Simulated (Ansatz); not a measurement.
# Ga2O3: the cost of one run

Computed with Ansatz 0.2.0 (DFT PBE, scalar-relativistic, plane waves, PAW, unless a step's input says otherwise).

3 further runs of the same task are left out: 3 set aside as unsound or not needed.

## Step 1: The system as given

The structure is monoclinic, space group C2/m (No. 12). Conventional cell: a = 12.280 Å, b = 3.048 Å, c = 5.817 Å, α = 90.00°, β = 103.76°, γ = 90.00°. Ga (site symmetry m) is surrounded by 6 O at 1.94 to 2.08 Å. Ga (site symmetry m) has 4 O at 1.84 to 1.87 Å as nearest neighbours. Around O (site symmetry m) lie 3 Ga at 1.84 to 1.94 Å. O (site symmetry m) has 4 Ga at 1.87 to 2.08 Å as nearest neighbours. O (site symmetry m) has 3 Ga at 1.84 to 1.95 Å as nearest neighbours.

As a file:

```cif
data_structure
_symmetry_space_group_name_H-M 'C2/m'
_symmetry_Int_Tables_number 12
_cell_length_a 12.2805
_cell_length_b 3.0476
_cell_length_c 5.8174
_cell_angle_alpha 90.000
_cell_angle_beta 103.764
_cell_angle_gamma 90.000
_cell_volume 211.47
loop_
_atom_site_label
_atom_site_type_symbol
_atom_site_symmetry_multiplicity
_atom_site_Wyckoff_symbol
_atom_site_fract_x
_atom_site_fract_y
_atom_site_fract_z
_atom_site_occupancy
Ga1 Ga 4 i 0.34116 0.00000 0.68527 1
Ga2 Ga 4 i 0.40953 0.50000 0.20521 1
O1 O 4 i 0.00353 0.50000 0.74334 1
O2 O 4 i 0.32663 0.50000 0.43677 1
O3 O 4 i 0.16450 0.00000 0.10915 1
```

## Step 2: The first run (PBE, 6×6×4 mesh)

input.yaml reads:

```yaml
crystal:
  lattice:
    - [6.1402367086, -1.5237836756, 0.0]
    - [6.1402367086, 1.5237836756, 0.0]
    - [-1.3841308865, 0.0, 5.6503488592]
  atoms:
    - { symbol: Ga, position: [0.3411617, 0.3411617, 0.68526966] }
    - { symbol: Ga, position: [0.6588383, 0.6588383, 0.31473034] }
    - { symbol: Ga, position: [0.9095256, 0.9095256, 0.205214] }
    - { symbol: Ga, position: [0.0904744, 0.0904744, 0.794786] }
    - { symbol: O, position: [0.50353087, 0.50353087, 0.74333591] }
    - { symbol: O, position: [0.49646913, 0.49646913, 0.25666409] }
    - { symbol: O, position: [0.82662894, 0.82662894, 0.43676984] }
    - { symbol: O, position: [0.17337106, 0.17337106, 0.56323016] }
    - { symbol: O, position: [0.16450498, 0.16450498, 0.10915408] }
    - { symbol: O, position: [0.83549502, 0.83549502, 0.89084592] }
basis:
  ecutwfc: 420
kpoints:
  mp_grid: { grid: [6, 6, 4] }
hamiltonian:
  xc: pbe
scf:
  occupations: { method: gaussian, width: 0.1 }
output:
  forces: true
  stress: true
  eigenvalues: true
```

Command:

```bash
$ ansatz run input.yaml --threads 8 --pin off --max-ram 16384MiB --backend cpu --events-out ev --progress --plain --runs-dir out
```

**Question.** How long does this run take on 8 threads of Arm Neoverse V1, shared host, and how much memory does it need?

About 2.6 s, with a peak of 0.67 GiB.
